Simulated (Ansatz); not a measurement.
An element in the fcc structure gives these cold pressures by all-electron LAPW under PBE (Ansatz 0.2.0, scalar-relativistic, no spin polarisation).

```json
{"V (Å³/atom)": "23.13", "P (GPa)": "-0.02"}
{"V (Å³/atom)": "20.82", "P (GPa)": "4.54"}
{"V (Å³/atom)": "18.51", "P (GPa)": "12.12"}
{"V (Å³/atom)": "16.19", "P (GPa)": "25.0"}
{"V (Å³/atom)": "13.88", "P (GPa)": "48.1"}
{"V (Å³/atom)": "11.57", "P (GPa)": "92.2"}
{"V (Å³/atom)": "9.25", "P (GPa)": "185.1"}
```

(1) Which element is it?

Results:

(1) Mg. Its zero-pressure volume in this structure is near 23.1 Å³/atom; the volume and the steepness of P(V) together point to it, though neighbours can come close. Neighbours weren't tried against these numbers.
